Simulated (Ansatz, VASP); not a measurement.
## One calculation of NbP3, two programs

```
Nb P
1.0
     4.47957    0.00000    0.00000
    -2.23979    3.87942    0.00000
     0.00000    0.00000    9.73048
Nb P
2 6
Direct
  0.00000 0.00000 0.00000
  0.00000 0.00000 0.50000
  0.00000 0.00000 0.25000
  0.00000 0.00000 0.75000
  0.33333 0.66667 0.00000
  0.33333 0.66667 0.50000
  0.66667 0.33333 0.00000
  0.66667 0.33333 0.50000
```

Alike in both runs: task single point; functional PBE; k mesh 6 × 6 × 4; occupations gaussian, width 0.1 eV; no spin polarisation.

|  | VASP | Ansatz |
| --- | --- | --- |
| version | VASP 6.6.1 | Ansatz 0.2.0 |
| potentials or method | VASP PAW PBE potentials, release 64 (Nb_sv, P) | scalar-relativistic, plane waves, PAW |
| plane-wave cutoff (eV) | 520 | 420 |
| valence electrons in the cell | 56 | 56 |

|  | VASP | Ansatz | Ansatz less VASP |
| --- | --- | --- | --- |
| gap on the k mesh at the Fermi level (eV) | none | none | - |
| pressure (GPa) | 0.3 | 0.5 | +0.22 |
| largest component of the traceless stress (GPa) | 0.11 | 0.13 | +0.014 |

A gap of «none» marks a metal or a gap that the smearing closes.
